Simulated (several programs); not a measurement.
**What each method gives for SnO (P4/nmm)**

SnO (started from an entry of an open crystallographic database), relaxed with r2SCAN+rVV10 in Ansatz, was computed with several methods. The symmetry is P4/nmm (No. 129, tetragonal); a = 3.792 Å, c = 4.770 Å in the conventional setting, 17.14 Å³ an atom. Sn has 4 O at 2.22 Å; O has 4 Sn at 2.22 Å. Calculated for a static, non-magnetic cell.

Space group P4/nmm:1 (No. 129). a = 3.792 Å, b = 3.792 Å, c = 4.770 Å, α = 90.00°, β = 90.00°, γ = 90.00°
```json
{"atom": "Sn", "site": "2c", "symmetry": "4mm", "x": "0.5000", "y": "0.0000", "z": "0.7405"}
{"atom": "O", "site": "2b", "symmetry": "-4m2", "x": "0.5000", "y": "0.5000", "z": "0.5000"}
```

Gaps and times are for a single point on this cell; volume and bulk modulus come from each method's own relaxation or energy curve at fixed shape, which is too stiff where a cell has free coordinates or axes. Times are rough, from shared hosts (AMD EPYC 7R13 Processor; Arm Neoverse V1; NVIDIA H100 80GB HBM3), and each method has its own mesh and cell size. A double dagger marks a value from a curve with shape and coordinates held. A star marks a curve whose lowest point is an end point. PM6 (MOPAC), PM7 (MOPAC), GFN1-xTB (tblite), GFN2-xTB (tblite) treat a cluster of cells at its zone centre, which samples few k points: where these miss a band edge, the gap comes out too large for that reason alone. Gaps from k meshes are read at a limited set of points (mesh, symmetry points, PBE's band edges), so each method's own least gap may be somewhat smaller. xTB and the PM methods were fitted mostly to molecules, and can miss a solid's gap by electronvolts. Minimal bases can be far off for gaps. Times of the plane-wave rungs are withheld (a dash), since they come from other jobs, hosts and meshes; the meshes of hybrids and Hartree-Fock don't converge their gaps to the digits shown. Curves at held shape can't give the bulk modulus of a layered or molecular crystal, so none is listed. d marks a direct gap, i an indirect one (no mark: not told apart), a dash a value that wasn't computed or didn't pass its checks.

```
                          method              kind      gap (eV)  own volume (Å³/atom)  bulk modulus (GPa)  atoms computed  processor time
                      PBE-D3(BJ)         semilocal             –                 17.46                   –               8               –
                    r2SCAN+rVV10         semilocal             –                 17.14                   –               8               –
                     PM6 (MOPAC)    semi-empirical          4.17                     –                   –         cluster           2.3 s
               GFN1-xTB (tblite)     tight binding          2.50                15.61‡                   –         cluster           2.4 s
light PBE (260 eV, its own mesh)  light plane-wave  overlap 0.09                     –                   –               8           4.6 s
               GFN2-xTB (tblite)     tight binding          1.30                     –                   –         cluster           6.9 s
                     PM7 (MOPAC)    semi-empirical          2.65                     –                   –         cluster             8 s
                  PBE/SZV (CP2K)       small basis  overlap 0.16                     –                   –               8            17 s
                             PBE         semilocal  overlap 0.07                     –                   –               8               –
                         PBE+SOC         semilocal  overlap 0.08                     –                   –               8               –
                 PBE/DZVP (CP2K)       small basis  overlap 0.13               18.71*‡                   –               8            45 s
                          r2SCAN         semilocal        0.04 i                     –                   –               8               –
                           HSE06            hybrid        0.26 i                     –                   –               8               –
```

Against HSE06 (0.26 eV) and with closed or daggered gaps left aside, the nearest gap at the points sampled is that of r2SCAN (-0.22 eV) and the farthest that of PM6 (MOPAC) (+3.92 eV). HSE06 is only a yardstick of convenience, and nearness to it can be luck.

With PBE the bands overlap or touch, or nearly. Semilocal functionals can close a real gap, so this doesn't show a metal; small gaps of other methods may in turn close between the points read or with spin-orbit coupling, and the solid may be a semimetal.

Only the rows marked +SOC include spin-orbit coupling.
